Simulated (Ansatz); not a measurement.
Pd (Fm-3m), stationary points along a deformation path

Level of theory: DFT PBE, scalar-relativistic, plane waves, PAW in Ansatz. Cutoff 420 eV, Γ-centred 24×24×24 k-points, Gaussian smearing of 0.15 eV. No spin polarisation. Energies are free energies at this smearing, counted from the undisturbed cell; pressure is positive in compression.

Reference structure (as given, not relaxed at this level; it stands at 7.7 GPa):

```
Pd
1.0
     0.00000    1.94490    1.94490
     1.94490    0.00000    1.94490
     1.94490    1.94490    0.00000
Pd
1
Direct
  0.00000 0.00000 0.00000
```

At fixed volume and fractional coordinates, lengths along (0.577, 0.577, 0.577) are scaled against those across it; ρ is that ratio over its starting value. V = 14.714 Å³/atom. Δσ is the stress along the axis less the mean stress across it (compression positive).

| ρ | ΔE (meV/atom) | Δσ (GPa) | space group |
| --- | --- | --- | --- |
| 0.500 | 815.8 | 0.00 | Pm-3m |
| 0.710 | 445.7 | 31.84 | R-3m |
| 1.000 | 0.0 | 0.00 | Fm-3m |
| 1.410 | 789.7 | -85.87 | R-3m |
| 2.000 | 4146.3 | -247.04 | R-3m |

Question: How does the stress give the slope of the energy, and where is the energy stationary?

Answer: Along the path d ln(length) is 2/3 d ln ρ on the axis and −1/3 d ln ρ across it, so dE/d ln ρ = −(2/3) V Δσ: the energy falls with ρ where Δσ is positive. Δσ vanishes or changes sign at ρ = 0.500 (Pm-3m, an end of the scan), at 815.8 meV/atom; at ρ = 1.000 (Fm-3m), a minimum at 0.0 meV/atom. Pairs of stationary points between two samples would go unseen, and could change a minimum read from distant neighbours into a maximum. At ρ = 0.500, 1.000 the cell is cubic, where symmetry alone makes the stress isotropic and the slope zero.

In a metal these slopes depend on the k mesh and the smearing.